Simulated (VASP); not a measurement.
SnSe, 2 atoms in the cell. The structure is cubic, space group Fm-3m (No. 225). Conventional cell: a = 6.020 Å, b = 6.020 Å, c = 6.020 Å, α = 90.00°, β = 90.00°, γ = 90.00°. Around Sn (site symmetry m-3m) lie 6 Se at 3.01 Å. Se (site symmetry m-3m) is surrounded by 6 Sn at 3.01 Å. Measurements of this composition are mostly on another form, of space group No. 62.

| Property | Result |
| --- | --- |
| Program | VASP 6.6.1 |
| Task | single point |
| Functional | PBEsol |
| Potentials or basis | VASP PAW PBE potentials, release 64 (Sn_d, Se) |
| Cutoff | 520 eV |
| k mesh | 8 × 8 × 8 |
| Occupations | gaussian, width 0.1 eV |
| Spin | no spin polarisation |
| Further INCAR settings | ALGO = Fast; EDIFF = 1.00e-07 |

Potentials or basis: VASP PAW PBE potentials, release 64 (Sn_d, Se).

Command:

```console
$ python run.py
```

Hardware: 1 thread of Intel(R) Xeon(R) 6975P-C (Granite Rapids), with other jobs on the host.

Problem. Estimate the wall time of this run.

Solution. It took 12 s on 1 thread of Intel(R) Xeon(R) 6975P-C (Granite Rapids) (shared host), peak memory 0.18 GiB. Counts: scf iterations 15, k points 29.
